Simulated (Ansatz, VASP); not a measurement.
# GaP: VASP beside Ansatz

The input INCAR:

```
PREC = Accurate
ENCUT = 520
EDIFF = 1E-6
ISMEAR = 0
SIGMA = 0.012
LREAL = F
LASPH = T
NELM = 60
ALGO = Fast
ISIF = 2
LWAVE = F
LCHARG = T
GGA = PE
LELF = T
LVHAR = T
```

File KPOINTS:

```
Automatic mesh
0
Gamma
  8 8 8
```

Contents of POSCAR:

```
GaP
1.0
    0.0000000000      2.7252500000      2.7252500000
    2.7252500000      0.0000000000      2.7252500000
    2.7252500000      2.7252500000      0.0000000000
Ga P
1 1
Direct
    0.0000000000      0.0000000000      0.0000000000
    0.7500000000      0.7500000000      0.7500000000
```

File input.yaml:

```yaml
crystal:
  lattice:
    - [0.0, 2.72525, 2.72525]
    - [2.72525, 0.0, 2.72525]
    - [2.72525, 2.72525, 0.0]
  atoms:
    - { symbol: Ga, position: [0.0, 0.0, 0.0] }
    - { symbol: P, position: [0.75, 0.75, 0.75] }
hamiltonian:
  xc: pbe
  pseudopotentials: { kind: paw }
kpoints:
  mp_grid: { grid: [8, 8, 8] }
scf:
  occupations: { method: gaussian, width: 0.012 }
output:
  forces: true
  stress: true
  eigenvalues: true
```

Alike in both runs: task single point; functional PBE; k mesh 8 × 8 × 8; occupations gaussian, width 0.012 eV; no spin polarisation.

|  | VASP | Ansatz |
| --- | --- | --- |
| version | VASP 6.6.1 | Ansatz 0.2.0 |
| potentials or method | VASP PAW PBE potentials, release 64 (Ga_d, P) | Ansatz PAW |
| plane-wave cutoff (eV) | 520 | 420 |
| valence electrons in the cell | 18 | 18 |

Ansatz gave:

* gap on the k mesh at the Fermi level (eV): 1.64
* least direct gap on the mesh (eV): 1.83
* pressure (GPa): 2.5

Problem. Which values does VASP return?

Solution. gap on the k mesh at the Fermi level (eV): 1.64; least direct gap on the mesh (eV): 1.83; pressure (GPa): 2.4.

A k mesh can miss the band edges. Expect the measured gap to be larger: semilocal functionals such as PBE lack the derivative discontinuity.
